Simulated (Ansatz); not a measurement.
BN (Fmm2), work and stress of cleavage

Method: Ansatz 0.2.0, DFT PBE+D3(BJ), scalar-relativistic, plane waves, PAW. Cutoff 420 eV, Γ-centred 7×9×3 k-points, Gaussian smearing of 0.05 eV. No spin polarisation. Energies are free energies at this smearing, counted from the undisturbed cell; pressure is positive in compression.

The starting cell (relaxed at this level; this form isn't the usual structure):

```xyz
8
Lattice="1.2538 -3.3395 0.0000 2.5077 0.0000 0.0000 0.0000 0.0000 8.6753" Properties=species:S:1:pos:R:3 pbc="T T T"
B     0.0000    0.0000    7.2296
B     1.2538    0.0000    0.7231
B     0.0000    0.0000    2.8920
B     1.2538    0.0000    5.0608
N     0.0000    0.0000    1.4453
N     1.2538    0.0000    3.6141
N     0.0000    0.0000    5.7829
N     1.2538    0.0000    7.9518
```

The cut lies on the cell's a–b face, a (0 0 1) plane (indices in the standard cell, whose axes needn't be the Cartesian ones shown) of area 8.37 Å², between layers 1.45 Å apart. Vector c is lengthened by d along the normal with the atoms' Cartesian places fixed: one unrelaxed cut a cell. The traction is positive where the two halves pull on each other.

| d (Å) | energy (J/m²) | traction (GPa) |
| --- | --- | --- |
| -0.30 | 5.27 | -466.0 |
| -0.15 | 0.97 | -147.9 |
| 0.00 | 0.00 | 0.0 |
| 0.25 | 1.33 | 85.9 |
| 0.50 | 3.69 | 94.6 |
| 0.75 | 5.90 | 83.7 |
| 1.00 | 7.84 | 70.8 |
| 1.50 | 10.58 | 36.9 |
| 2.00 | 11.83 | 15.9 |
| 3.00 | 12.60 | 2.9 |
| 4.50 | 12.78 | 0.5 |
| 6.00 | 12.83 | 0.2 |

What are the work of separation and the cleavage stress, and do they fit the universal binding curve?

The energy levels off near W ≈ 12.83 J/m² (the traction is down to 0.2 GPa), the energy of the two unrelaxed faces, 6.41 J/m² each on average. The largest sampled traction is 94.6 GPa at d = 0.50 Å, and a parabola through it and its two neighbours peaks at σ_max ≈ 94.6 GPa, d ≈ 0.49 Å. The curve E = W[1 − (1 + d/ℓ)exp(−d/ℓ)] peaks in traction at d = ℓ with σ_max = W/(eℓ); with 1 J/m² per Å = 10 GPa this W and σ_max give ℓ = 0.50 Å. A parabola through that curve at the same three d peaks at 0.54 Å, against 0.49 Å here, a fair fit. The cut parts unlike faces (N and B); in an ionic crystal that makes them polar, and the energy then depends on the thickness of the slab. The opened faces are metallic here, and spin polarisation, left out, could lower W. Real crystals break at far lower stress, because cracks concentrate it, and on the plane of lowest W, which needn't be this one.

The cut is rigid; relaxing the faces lowers these energies and usually the stresses.

The gap closes along the scan, which can put kinks into the curve.

Cost: 12 runs of about 1.5 core-minutes in all, on Intel Xeon 6975P-C (Granite Rapids) (shared hosts).